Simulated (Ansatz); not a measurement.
# Sn, one cell by several methods

```xyz
2
Lattice="-2.9384 2.9225 1.5906 2.9225 -2.9384 1.5906 2.9092 2.9092 -1.6198" Properties=species:S:1:pos:R:3 pbc="T T T"
Sn    0.0000    0.0000    0.0000
Sn   -0.0186    2.9119    0.7807
```

Atoms are numbered in the order listed.

The cell is COD entry 1534488, as deposited and not checked against the literature; nothing was relaxed. The listed cell was then made from it by scaling, straining or moving an atom.

No spin–orbit coupling, which matters for the heavy atoms here.

All numbers are computed: DFT, LDA, PAW with Ansatz's default frozen-core files, scalar-relativistic (Ansatz 0.2.0); DFT, LDA, all-electron LAPW, scalar-relativistic (Ansatz 0.2.0).

For PAW: a Γ-centred 15×15×15 k mesh, Fermi–Dirac smearing of 0.05 eV, cutoff 420 eV, no spin polarisation; the PAW files were made with PBE, and the program remakes their frozen cores for this functional. LAPW targets a basis error of 0.5 meV/atom. The Ansatz runs share mesh, smearing and spin set-up. Plane-wave (PAW) pressures include the program's estimate of the Pulay term.

Stress and pressure are positive in compression.

The change that made this cell: equal xy, yz and zx engineering shear strains of -1 %.

PAW results:

| quantity | PAW |
| --- | --- |
| pressure (GPa) | -1.79 |
| stress xx (GPa) | -1.46 |
| stress zz (GPa) | -2.43 |
| stress yz (GPa) | 0.29 |
| stress xz (GPa) | 0.29 |
| stress xy (GPa) | 0.27 |
| force on Sn1, y (eV/Å) | -0.020 |

Task: What does all-electron LAPW give for the same quantities?

Result: 
| quantity | LAPW |
| --- | --- |
| pressure (GPa) | -1.77 |
| stress xx (GPa) | -1.45 |
| stress zz (GPa) | -2.42 |
| stress yz (GPa) | 0.29 |
| stress xz (GPa) | 0.29 |
| stress xy (GPa) | 0.27 |
| force on Sn1, y (eV/Å) | -0.019 |
